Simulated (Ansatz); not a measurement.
# LiF: a prediction, then the measurements

All numbers below come from DFT PBE, scalar-relativistic, plane waves, PAW in Ansatz 0.2.0.

Settings: cutoff 420 eV, Γ-centred mesh 10×10×10 on the computed 2-atom cell, Gaussian smearing of 0.02 eV; no spin polarisation.

Relaxed structure:

```
Li F
1.0
     0.00000    2.03379    2.03379
     2.03379    0.00000    2.03379
     2.03379    2.03379    0.00000
Li F
1 1
Direct
  0.00000 0.00000 0.00000
  0.50000 0.50000 0.50000
```

| Item | Value |
| --- | --- |
| Space group | Fm-3m (No. 225) |
| Volume per atom | 8.41 Å³ |
| Formation energy from the elements' standard states (uncorrected) | -2.945 eV/atom |
| Kohn–Sham band gap | 8.83 eV, indirect from (-0.068, 0.000, 0.068) to Γ |
| Orbital (Löwdin) character of the top 1 eV of the valence band | F 2p 99 % |
| Orbital (Löwdin) character of the lowest 1 eV of the conduction band | Li 2s 63 %, F 2s 24 %, unprojected 9 % |
| Electron masses at the edge by direction of the standard setting (m_e; one valley, along these axes only; no spin-orbit coupling) | x: 0.86; y: 0.86; z: 0.86 |
| Hole masses at the edge by direction of the standard setting (m_e; one valley, along these axes only; no spin-orbit coupling) | x: 2.2; y: 3.7; z: 2.2 |
| Bader charge by site (e) | Li (1 in the cell) 0.90, F (1 in the cell) -0.90 |

**Against measurements.**

Measured lattice constant a of LiF: 4.0262 Å (298.15 K; a printed reference work (data compilation)). This calculation gives 4.068 Å (+1.0 %). The calculation is for 0 K without zero-point motion. Against the measured band gap of LiF, 13.6 eV (a printed reference work (monograph)), the calculated 8.83 eV is off by -4.77 eV. Kohn–Sham gaps of semilocal functionals fall short of measured ones as a rule.

The cell was reached from a generator's guess, though it ends in a space group that the Crystallography Open Database lists for this formula. Löwdin shares on free-atom orbitals overweight diffuse shells in the empty bands.
